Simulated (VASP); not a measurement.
Set up this calculation in VASP 6.6.1, as the native input.

| Quantity | Value |
| --- | --- |
| Task | single point |
| Functional | PBE |
| Potentials or basis | VASP PAW PBE potentials, release 64 (Mn_pv, O) |
| Cutoff | 520 eV |
| k mesh | 7 × 7 × 7 |
| Occupations | gaussian, width 0.05 eV |
| Spin | collinear spin, ferromagnetic start |
| Starting moments | [4.0, 0.0] μB |
| Hubbard terms | Mn d U = 6 eV |
| Further INCAR settings | ALGO = Normal; EDIFF = 1e-06 |

The structure of MnO lies in POSCAR:

```
MnO
1.0
    2.9694859100      0.0000000000      0.0000000000
   -1.4847429600      2.5716502300      0.0000000000
    0.0000000000      0.0000000000      2.8980711300
Mn O
1 1
Direct
    0.0000000000      0.0000000000      0.0000000000
    0.6666666667      0.3333333333      0.5000000000
```

Measurements of this composition are mostly on another form, of space group No. 225.

One way to write it, as run:

INCAR

```
PREC = Accurate
ENCUT = 520
EDIFF = 1E-6
ISMEAR = 0
SIGMA = 0.05
LREAL = F
LASPH = T
NELM = 150
ALGO = Normal
ISIF = 2
LWAVE = F
LCHARG = F
ISPIN = 2
MAGMOM = 4 0
LORBIT = 11
LMAXMIX = 4
LDAU = T
LDAUTYPE = 2
LDAUL = 2 -1
LDAUU = 6 0
LDAUJ = 0 0
LDAUPRINT = 1
GGA = PE
```

KPOINTS

```
Automatic mesh
0
Gamma
  7 7 7
```

Potentials or basis: VASP PAW PBE potentials, release 64 (Mn_pv, O).

The run is started by

```console
$ cat potpaw_PBE.64/Mn_pv/POTCAR potpaw_PBE.64/O/POTCAR > POTCAR
$ mpirun -np 1 vasp_std > vasp.out
```

It gave:

```
Pressure                                              : 7.9 GPa
Band gap on the k mesh                                : 0.44 eV, indirect (least direct gap 0.93 eV)
Net moment                                            : 5.00 μB per cell
Site moments                                          : Mn +4.67; O +0.11 μB
Valence electrons inside the program's atomic spheres : Mn 11.35; O 5.00
```

Caveat: an odd mesh through Γ misses points on the zone boundary, where band edges often lie; a cell with one magnetic atom can't hold antiferromagnetic order, which such compounds often take.

Run time: 12 s on 1 thread of Intel(R) Xeon(R) Platinum 8488C (Sapphire Rapids) (shared host), peak memory 0.15 GiB.
